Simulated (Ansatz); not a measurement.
# Fe: band structure with PBE

The system is Fe.

```
Fe
1.0
    -1.44300    1.44300    1.44300
     1.44300   -1.44300    1.44300
     1.44300    1.44300   -1.44300
Fe
1
Direct
  0.00000 0.00000 0.00000
```

```
Program                             : Ansatz 0.2.0
Task                                : band structure
Functional                          : PBE
Potentials or basis                 : JTH PAW
Cutoff                              : 1320 eV (not typed: the program's choice for these potentials)
k mesh                              : 13 × 13 × 13
Occupations                         : fermi-dirac, width 0.05 eV
Spin                                : collinear spin, ferromagnetic start
Starting moments                    : [3.0] μB
Path                                : [["G", "H", "N", "G", "P", "H"], ["P", "N"]]
Points for each segment of the path : 14
```

```
Pressure               : -10.1 GPa
Band gap on the k mesh : none (metal or under the smearing width)
Net moment             : 2.26 μB per cell
Absolute moment        : 2.40 μB per cell
Site moments           : Fe +2.32 μB
```

Levels at the corners of the path, in eV from the Fermi level:
Spin up:
| point | band 6 | band 7 | band 8 | band 9 | band 10 | band 11 | band 12 | band 13 |
| --- | --- | --- | --- | --- | --- | --- | --- | --- |
| Γ | -2.17 | -2.17 | -2.17 | -1.07 | -1.07 | 24.17 | 24.17 | 24.17 |
| H | -4.51 | 0.06 | 0.06 | 0.06 | 9.42 | 9.42 | 9.42 | 15.07 |
| N | -3.17 | -1.01 | -0.90 | 0.31 | 0.44 | 6.86 | 17.71 | 19.18 |
| Γ | -2.17 | -2.17 | -2.17 | -1.07 | -1.07 | 24.17 | 24.17 | 24.17 |
| P | -3.04 | -3.04 | -0.87 | -0.87 | 8.22 | 8.22 | 8.22 | 10.07 |
| H | -4.51 | 0.06 | 0.06 | 0.06 | 9.42 | 9.42 | 9.42 | 15.07 |
| P | -3.04 | -3.04 | -0.87 | -0.87 | 8.22 | 8.22 | 8.22 | 10.07 |
| N | -3.17 | -1.01 | -0.90 | 0.31 | 0.44 | 6.86 | 17.71 | 19.18 |
Spin down:
| point | band 4 | band 5 | band 6 | band 7 | band 8 | band 9 | band 10 | band 11 |
| --- | --- | --- | --- | --- | --- | --- | --- | --- |
| Γ | -51.18 | -8.01 | -0.18 | -0.18 | -0.18 | 1.76 | 1.76 | 23.88 |
| H | -51.45 | -2.64 | -2.64 | 2.34 | 2.34 | 2.34 | 9.67 | 9.67 |
| N | -51.18 | -3.32 | -1.39 | 0.50 | 1.62 | 2.00 | 2.62 | 8.28 |
| Γ | -51.18 | -8.01 | -0.18 | -0.18 | -0.18 | 1.76 | 1.76 | 23.88 |
| P | -51.36 | -1.61 | -1.61 | -1.61 | 2.05 | 2.05 | 9.12 | 9.12 |
| H | -51.45 | -2.64 | -2.64 | 2.34 | 2.34 | 2.34 | 9.67 | 9.67 |
| P | -51.36 | -1.61 | -1.61 | -1.61 | 2.05 | 2.05 | 9.12 | 9.12 |
| N | -51.18 | -3.32 | -1.39 | 0.50 | 1.62 | 2.00 | 2.62 | 8.28 |

It took 5.7 s on 2 threads of Arm Neoverse V2 (shared host), peak memory 0.39 GiB.
